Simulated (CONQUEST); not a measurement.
Crystal: Hf.

```
Hf
1.0
     3.19670    0.00000    0.00000
     0.00000    5.05780    0.00000
     0.00000    0.00000    5.53685
Hf
4
Direct
  0.00000 0.75000 0.33333
  0.50000 0.75000 0.83333
  0.00000 0.25000 0.66667
  0.50000 0.25000 0.16667
```

```yaml
Program: CONQUEST 1.3
Task: single point
Functional: PBE
Potentials_or_basis: PseudoDojo NC PBE, DZP, grid cutoff 120 Ha
k_mesh: 8 × 5 × 5
Occupations: fermi-dirac, width 0.05 eV
Spin: no spin polarisation
```

On this cell: pressure 1.1 GPa; largest force 0.004 eV/Å; band gap on the k mesh none (metal or under the smearing width).

The same run follows on a disturbed copy (atoms moved at random, drawn with an rms of 0.05 Å):

```
Hf
1.0
     3.19670    0.00000    0.00000
     0.00000    5.05780    0.00000
     0.00000    0.00000    5.53685
Hf
4
Direct
  0.01090 0.75451 0.33540
  0.51090 0.75451 0.83540
  0.01004 0.24668 0.66283
  0.51004 0.24668 0.16283
```

Question: What does the disturbed cell give?

Answer: The energy (extrapolated to zero smearing) moves by +2.1 meV/atom; pressure 1.3 GPa; largest force 0.177 eV/Å; band gap on the k mesh none (metal or under the smearing width).

Forces in eV/Å, atoms in the order of the input:
```
Hf  -0.009 -0.162 -0.071
Hf  -0.009 -0.162 -0.071
Hf   0.005  0.159  0.075
Hf   0.005  0.159  0.075
```

Stress tensor (GPa, compression positive):
```
 0.80 -0.01 -0.01
-0.01  1.53  0.05
-0.01  0.05  1.62
```

Caveats: the box holds several primitive cells, so bands are folded and the points are those of the box's own zone; the basis of atomic orbitals isn't converged, which shifts pressures, moduli and gaps.
